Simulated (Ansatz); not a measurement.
Si2Ni under pressure

The calculation used DFT PBE, scalar-relativistic, plane waves, PAW (Ansatz 0.2.0). Settings: 420 eV cutoff, 14×14×14 k-mesh, Gaussian smearing of 0.10 eV, no spin polarisation.

Starting point, cell and atoms relaxed:

```xyz
3
Lattice="0.0000 2.7234 2.7234 2.7234 0.0000 2.7234 2.7234 2.7234 0.0000" Properties=species:S:1:pos:R:3 pbc="T T T"
Si    1.3617    1.3617    1.3617
Si    4.0851    4.0851    4.0851
Ni    0.0000    0.0000    0.0000
```

Cell and atoms are relaxed at each pressure within the symmetry of the start, at zero temperature, so transitions that lower the symmetry aren't seen. The k-mesh given is that at zero pressure and may differ at others. a, b and c are the lengths of the cell vectors above.

| P (GPa) | V (Å³/atom) | V/V0 | a (Å) | b (Å) | c (Å) |
| --- | --- | --- | --- | --- | --- |
| -1 | 13.56 | 1.007 | 3.861 | 3.861 | 3.861 |
| 0 | 13.47 | 1.000 | 3.851 | 3.851 | 3.851 |
| 1 | 13.38 | 0.993 | 3.843 | 3.843 | 3.843 |
| 4 | 13.12 | 0.974 | 3.818 | 3.818 | 3.818 |
| 12 | 12.55 | 0.932 | 3.762 | 3.762 | 3.762 |
| 25 | 11.83 | 0.879 | 3.689 | 3.689 | 3.689 |
| 50 | 10.90 | 0.809 | 3.589 | 3.589 | 3.589 |
| 90 | 9.91 | 0.736 | 3.478 | 3.478 | 3.478 |

Q: What bulk modulus and pressure derivative fit these points?

A: A third-order Birch–Murnaghan fit gives B0 = 144 GPa and B0' = 4.6.